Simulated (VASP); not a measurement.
Set up this calculation in VASP 6.6.1, as the native input.

| Property | Result |
| --- | --- |
| Task | single point |
| Functional | PBE |
| Potentials or basis | VASP PAW PBE potentials, release 64 (Cs_sv) |
| Cutoff | 520 eV |
| k mesh | 12 × 12 × 12 |
| Occupations | gaussian, width 0.15 eV |
| Spin | no spin polarisation |
| Dipole correction | no |
| Further INCAR settings | ALGO = Fast; EDIFF = 1e-07; NBANDS = 10 |

The structure of Cs lies in POSCAR:

```
Cs
1.0
   -3.0225000000      3.4190520000      3.0225000000
    3.0225000000     -3.4190520000      3.0225000000
    3.0225000000      3.4190520000     -3.0225000000
Cs
1
Direct
    0.0000000000      0.0000000000      0.0000000000
```

This isn't the form of Cs at room conditions, which is bcc.

The cell isn't the ideal one: strain +0.1312 x Voigt [0, 1, 0, 0, 0, 0], atoms carried along.

The input as run:

INCAR

```
SYSTEM = Cs
PREC = Accurate
ENCUT = 520
EDIFF = 1E-7
ISMEAR = 0
SIGMA = 0.15
LREAL = .False.
LASPH = .True.
NELM = 100
ALGO = Fast
ISIF = 2
LWAVE = .False.
LCHARG = .False.
GGA = PE
NBANDS = 10
```

KPOINTS

```
Automatic mesh
0
Gamma
  12 12 12
  0 0 0
```

Potentials or basis: VASP PAW PBE potentials, release 64 (Cs_sv).

Command:

```console
$ cat potpaw_PBE.64/Cs_sv/POTCAR > POTCAR
$ mpirun -np 1 vasp_std > vasp.out
```

It gave:

The pressure is -0.1 GPa and the band gap on the k mesh is none (metal or under the smearing width).

Run time: 3 min on 1 thread of Intel(R) Xeon(R) Platinum 8259CL CPU @ 2.50GHz (Skylake/Cascade Lake), with other jobs on the host, peak memory 0.38 GiB.
